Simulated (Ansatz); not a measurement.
The system is SiNi.

```xyz
8
Lattice="5.1731 0.0000 0.0000 0.0000 3.3381 0.0000 0.0000 0.0000 5.6049" Properties=species:S:1:pos:R:3 pbc="T T T"
Ni    5.1328    2.5036    4.5539
Ni    2.6268    0.8345    1.7514
Ni    2.5463    2.5036    3.8535
Ni    0.0403    0.8345    1.0510
Si    3.5111    0.8345    5.1425
Si    4.2486    2.5036    2.3400
Si    0.9245    0.8345    3.2649
Si    1.6620    2.5036    0.4624
```

A run of Ansatz 0.2.0 on this cell left the log below. Logs are shortened: lines on timing, memory, paths and dates and some standing lists are left out, and cuts for length are marked.

```text
Warning: RAYON_NUM_THREADS=4 ignored (pool sized by the plan → 4); use --threads N
Engine: ansatz 0.2.0, aarch64-unknown-linux-gnu
Pseudopotentials: kind: paw
Pseudopotential: Ni, paw, valence charge 18, recommended cutoff 420 eV (normal), Ni.paw.azcp
Pseudopotential: Si, paw, valence charge 4, recommended cutoff 420 eV (normal), Si.paw.azcp
Functional definition: PBEsol
  exchange = pbesol_x
  correlation = pbesol_c
Crystal: 8 atoms, lattice volume = 96.787 Å³
Basis set: ecut = 420 eV, 1905 PW (Γ), exchange–correlation on 72×48×80 points (8 copies of the dense FFT grid, shifted against one another)
Bands: 56, of which v1, the nominal top of the filled ones, is band 44 counted from 1 (43 counted from 0)
Symmetry: 8 space group operations
Space group: Pnma (ITA 62), of the structure as read, at distance tolerance 4.6e-5 Å
Magnetic group: BNS 62.441 (UNI 539), of the structure as read, at distance tolerance 4.6e-5 Å
k-points: 45 of 200
Non-local potential: Ni, projectors of the file, l = 0: 3, l = 1: 2, l = 2: 3, l = 3: 1
[... 147 lines left out ...]
        0.000071      -0.000000      -0.000000
       -0.000000      -0.004807      -0.000000
       -0.000000      -0.000000      -0.018629
  P = ⅓ Tr σ = -0.0078 GPa (-0.078 kbar)
--- Band table (eV; the first three rows and the last of 90) ---
  k-point 0 ↑: bands = ["-88.5930", "-88.5886", "-88.5874", "-88.5831", "-49.2042", "-49.1943", "-49.1852", "-49.1662", "-49.1395", "-49.1326", "-49.1321", "-49.1258", "-49.1131", "-49.1069", "-49.0877", "-49.0854", "1.8511", "5.4384", "6.5234", "7.2502", "8.3857", "8.9513", "10.5129", "10.8800", "10.9229", "11.0565", "11.1475", "11.1755", "11.3811", "11.6003", "11.8987", "11.9205", "12.2110", "12.3822", "12.5745", "12.7217", "12.8232", "12.8461", "12.9252", "13.0698", "13.3206", "13.6411", "13.9653", "14.1911", "15.7987", "16.5300", "18.4014", "18.7766", "18.9919", "19.5597", "20.0340", "21.2002", "21.2204", "21.6026", "22.1501", "22.3447"]
  k-point 1 ↑: bands = ["-88.5927", "-88.5897", "-88.5864", "-88.5833", "-49.2035", "-49.1961", "-49.1826", "-49.1679", "-49.1386", "-49.1331", "-49.1316", "-49.1266", "-49.1123", "-49.1074", "-49.0875", "-49.0856", "2.0408", "4.6129", "7.0829", "7.3355", "8.3246", "9.4402", "10.0724", "10.8249", "10.9237", "10.9413", "10.9669", "11.3428", "11.4397", "11.6797", "11.8376", "11.9215", "12.2997", "12.4711", "12.4836", "12.5375", "12.6186", "12.8155", "12.9507", "13.0527", "13.5902", "13.7723", "14.1831", "14.2625", "16.1079", "17.0126", "17.6174", "18.9487", "19.0979", "19.3291", "19.3583", "21.1984", "21.5015", "21.8108", "22.1164", "22.3208"]
  k-point 2 ↑: bands = ["-88.5920", "-88.5910", "-88.5851", "-88.5840", "-49.2018", "-49.1991", "-49.1776", "-49.1723", "-49.1366", "-49.1346", "-49.1303", "-49.1284", "-49.1105", "-49.1087", "-49.0869", "-49.0862", "2.6000", "3.4919", "7.5580", "7.6668", "8.2609", "9.0194", "10.2256", "10.5874", "11.0631", "11.0661", "11.1090", "11.3212", "11.7030", "11.7353", "11.8286", "11.9466", "12.0618", "12.2260", "12.2839", "12.4120", "12.7735", "12.8861", "12.9853", "13.1186", "13.5727", "13.7726", "14.4733", "15.2830", "15.5945", "16.4420", "17.9955", "18.6476", "19.1136", "19.4498", "20.2418", "21.0464", "21.0491", "21.1745", "21.9175", "22.3629"]
  k-point 44 ↓: bands = ["-88.5888", "-88.5888", "-88.5871", "-88.5871", "-49.1904", "-49.1904", "-49.1867", "-49.1867", "-49.1268", "-49.1268", "-49.1203", "-49.1203", "-49.1143", "-49.1143", "-49.1032", "-49.1032", "6.0695", "6.0695", "6.4179", "6.4179", "8.2770", "8.2770", "8.8387", "8.8387", "11.2152", "11.2152", "11.2966", "11.2966", "11.5685", "11.5685", "11.8187", "11.8187", "12.2940", "12.2940", "12.4333", "12.4333", "12.7998", "12.7998", "12.8825", "12.8825", "13.1164", "13.1164", "13.1855", "13.1855", "16.8677", "16.8677", "17.8048", "17.8048", "18.4632", "18.4632", "19.1828", "19.1828", "20.6837", "20.6837", "21.1917", "21.1917"]
--- Relaxed structure (5 steps of the walk, 5 accepted, 1 SCFs on fresh bases) ---
  F+E_penalty+E_count = -25710.61237316 eV   max|allowed force component| = 2.386e-3 eV/Å   (the final SCF, on the basis selected at the relaxed cell)
  cell:  # Å, volume = 94.3968 Å³
    - [5.06730661082703, -2.061459553530441e-33, 1.0647849481727038e-17]
    - [-1.3652252264553772e-33, 3.3798273556271274, -4.025671340057865e-34]
    - [1.1536628242278689e-17, -6.759379675231518e-34, 5.511698572220341]
  atoms:
    - { symbol: Ni, position: [0.990424932576015, 0.75, 0.8125906242423354] }
    - { symbol: Ni, position: [0.5095750674239851, 0.25, 0.3125906242423352] }
    - { symbol: Ni, position: [0.49042493257601494, 0.75, 0.6874093757576648] }
    - { symbol: Ni, position: [0.00957506742398508, 0.25, 0.18740937575766475] }
    - { symbol: Si, position: [0.6787722594507392, 0.25, 0.9117116331077294] }
    - { symbol: Si, position: [0.8212277405492608, 0.75, 0.41171163310772935] }
    - { symbol: Si, position: [0.1787722594507392, 0.25, 0.5882883668922707] }
    - { symbol: Si, position: [0.3212277405492608, 0.75, 0.08828836689227057] }
```

**Question.** Write the input and the command behind it.

**Answer.** Relaxation of cell and atoms with PBEsol, collinear spin, ferromagnetic start. The files as run (others can give the same):

input.yaml
```yaml
crystal:
  lattice:
    - [5.1731, 0.0, 0.0]
    - [0.0, 3.3381, 0.0]
    - [0.0, 0.0, 5.6049]
  atoms:
    - { symbol: Ni, position: [0.99221, 0.75, 0.81248], spin: 1.0 }
    - { symbol: Ni, position: [0.50779, 0.25, 0.31248], spin: 1.0 }
    - { symbol: Ni, position: [0.49221, 0.75, 0.68752], spin: 1.0 }
    - { symbol: Ni, position: [0.00779, 0.25, 0.18752], spin: 1.0 }
    - { symbol: Si, position: [0.67872, 0.25, 0.9175] }
    - { symbol: Si, position: [0.82128, 0.75, 0.4175] }
    - { symbol: Si, position: [0.17872, 0.25, 0.5825] }
    - { symbol: Si, position: [0.32128, 0.75, 0.0825] }
hamiltonian:
  xc: pbesol
  pseudopotentials: { kind: paw }
magnetization:
  spin_polarized: true
kpoints:
  mp_grid: { grid: [5, 8, 5] }
scf:
  occupations: { method: fermi_dirac, width: 0.05 }
output:
  forces: true
  stress: true
  eigenvalues: true
relax:
  f_tol: 0.01
  max_steps: 40
  cell: { stress_tol: 0.05 }
```

Potentials or basis: Ansatz PAW.
The run is started by
```sh
$ ansatz run input.yaml --threads 4 --pin off --max-ram 11264MiB --backend cpu --events-out ev --progress --plain --runs-dir out
```

Caveat: the plane-wave basis is chosen anew once the cell has moved, so the energies of steps on either side of that aren't comparable; the PAW data sets come from PBE, with cores solved anew for the run's functional, which leaves a small shift of forces and pressure; the starting moments weren't kept.
